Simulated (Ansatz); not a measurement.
# HgSe: energy less free atoms and pressure against volume scale

All results are calculated (Ansatz 0.2.0). Periodic Kohn-Sham DFT of a crystal at fixed atoms, scaled to volume_scale times the given cell; pressure positive in compression, energy less spherical unpolarised free atoms, largest_vzz the field gradient of largest size among the nuclei.

The cell before it is scaled or strained (space group F-43m, No. 216):
```
cell vectors (Å)
   0.0000     3.0360     3.0360
   3.0360     0.0000     3.0360
   3.0360     3.0360     0.0000
atoms (fractions of the cell vectors)
Hg  0.00000  0.00000  0.00000
Se  0.75000  0.75000  0.75000
```

Settings of every row: method all-electron LAPW; functional PBE; relativity scalar; k mesh 8x8x8; filling fermi-dirac; smearing width 0.01 eV; basis error target 0.5 meV/atom; nucleus gaussian.

Atom start moment: 0 on all atoms.

Limits: no spin-orbit coupling on heavy atoms.

```
row  volume scale  V (Å³/atom)  energy less free atoms (eV/atom)  pressure (GPa)
  1          0.94       26.305                           -1.9383           9.623
  2          0.96       26.864                                 ?               ?
  3          0.98       27.424                           -1.9935           6.314
  4          0.99       27.704                           -2.0039           5.596
  5             1       27.984                           -2.0131           4.917
  6          1.01       28.264                           -2.0211           4.275
  7          1.02       28.543                            -2.028           3.667
  8          1.04       29.103                           -2.0388           2.547
  9          1.06       29.663                           -2.0459           1.545
```

Question: what energy less free atoms and pressure should row 2 give?

Worked fit of energy less free atoms. Take u = (V_r/V)^(2/3) − 1 with V_r = 28.124 Å³ an atom, which is twice the finite (Eulerian) strain; such expansions in the strain, on which the Birch-Murnaghan equation of state is built, carry the rest volume and the bulk modulus. The shown rows have u = 0.04558, 0.01695, 0.01008, 0.00333, -0.0033, -0.00981, -0.02255, -0.03489. Least squares give energy less free atoms = −2.01723 + 1.2078 × u + 11.254 × u² + 5.3 × u³ eV/atom; a parabola predicts inner rows, each left out in turn, worse (root mean square 7.9e-05 against 1.1e-05 eV/atom). All shown rows lie on it to the printed digit. The withheld row has u = 0.03103, so the fit gives −2.01723 + 1.2078 × (0.03103) + 11.254 × (0.03103)² + 5.3 × (0.03103)³ = -1.9688 eV/atom.

The calculation gave -1.9688 eV/atom. The fit meets it to the printed digit.

Worked fit of pressure. Take u = (V_r/V)^(2/3) − 1 with V_r = 28.124 Å³ an atom, which is twice the finite (Eulerian) strain; such expansions in the strain, on which the Birch-Murnaghan equation of state is built, carry the rest volume and the bulk modulus. The shown rows have u = 0.04558, 0.01695, 0.01008, 0.00333, -0.0033, -0.00981, -0.02255, -0.03489. Least squares give pressure = 4.5906 + 96.838 × u + 283.89 × u² + 303 × u³ GPa; a parabola predicts inner rows, each left out in turn, worse (root mean square 0.0047 against 0.0013 GPa). The rows lie off it by 0.000, -0.001, 0.000, 0.001, 0.001, -0.001, -0.001, 0.000. The withheld row has u = 0.03103, so the fit gives 4.5906 + 96.838 × (0.03103) + 283.89 × (0.03103)² + 303 × (0.03103)³ = 7.878 GPa.

The calculation gave 7.876 GPa. The fit lies 0.002 GPa (0.025 % of the column's range) above it; its largest miss of a shown row is 0.001 GPa.
